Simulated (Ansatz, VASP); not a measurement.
**Two plane-wave programs on BN**

INCAR

```
ALGO = Normal
EDIFF = 1E-7
EDIFFG = -0.01
ENCUT = 600
IBRION = 2
ISIF = 3
ISMEAR = -1
LASPH = True
LCHARG = False
LREAL = False
LWAVE = False
NELM = 60
NSW = 80
PREC = Accurate
SIGMA = 0.02
```

File KPOINTS:

```
k-points
0
Gamma
  12 12 6
```

The input POSCAR:

```
BN
1.0
    2.5360000000      0.0000000000      0.0000000000
   -1.2680000000      2.1962404200      0.0000000000
    0.0000000000      0.0000000000      4.1990000000
B N
2 2
Direct
    0.6666666700      0.3333333300      0.0000000000
    0.3333333300      0.6666666700      0.5000000000
    0.6666666700      0.3333333300      0.3750000000
    0.3333333300      0.6666666700      0.8750000000
```

Input for Ansatz:

```yaml
crystal:
  lattice:
    - [2.536, 0.0, 0.0]
    - [-1.268, 2.19624042, 0.0]
    - [0.0, 0.0, 4.199]
  atoms:
    - { symbol: B, position: [0.66666667, 0.33333333, 0.0] }
    - { symbol: B, position: [0.33333333, 0.66666667, 0.5] }
    - { symbol: "N", position: [0.66666667, 0.33333333, 0.375] }
    - { symbol: "N", position: [0.33333333, 0.66666667, 0.875] }
  symmetry: { tolerance: 0.0003 }
hamiltonian:
  xc: lda
  pseudopotentials: { kind: paw, azcp: { folder: soft_1 } }
basis:
  ecutwfc: 420
magnetization:
  spin_polarized: false
scf:
  occupations: { method: fermi_dirac, width: 0.02 }
kpoints:
  mp_grid: { grid: [12, 12, 6], shift: [0, 0, 0] }
output:
  forces: true
  stress: true
  eigenvalues: true
relax:
  max_steps: 60
  cell: {}
```

Measurements of this composition are mostly on another form, of space group No. 194.

Alike in both runs: task relaxation of cell and atoms; functional LDA; k mesh 12 × 12 × 6; occupations fermi-dirac, width 0.02 eV; no spin polarisation.

|  | VASP | Ansatz |
| --- | --- | --- |
| version | VASP 6.6.1 | Ansatz 0.2.0 |
| potentials or method | VASP PAW LDA potentials, release 64 (B, N) | PAW plane waves |
| plane-wave cutoff (eV) | 600 | 420 |
| valence electrons in the cell | 16 | 16 |

Ansatz gave:

```
gap on the k mesh at the Fermi level, each at its own relaxed structure (eV) : 4.92
relaxed volume (Å³/atom)                                                     : 5.75
relaxed cell length with the largest relative difference (Å)                 : 2.523
energy change over the relaxation (meV/atom)                                 : -2
```

Q: Estimate VASP's values.

A: gap on the k mesh at the Fermi level, each at its own relaxed structure (eV): 4.91; relaxed volume (Å³/atom): 5.77; relaxed cell length with the largest relative difference (Å): 2.525; energy change over the relaxation (meV/atom): -1.

Ansatz warned: «pseudo_functional_mismatch».

A k mesh can miss the band edges. LDA usually gives volumes a few per cent too small. Zero-point motion and thermal expansion aren't in these numbers.
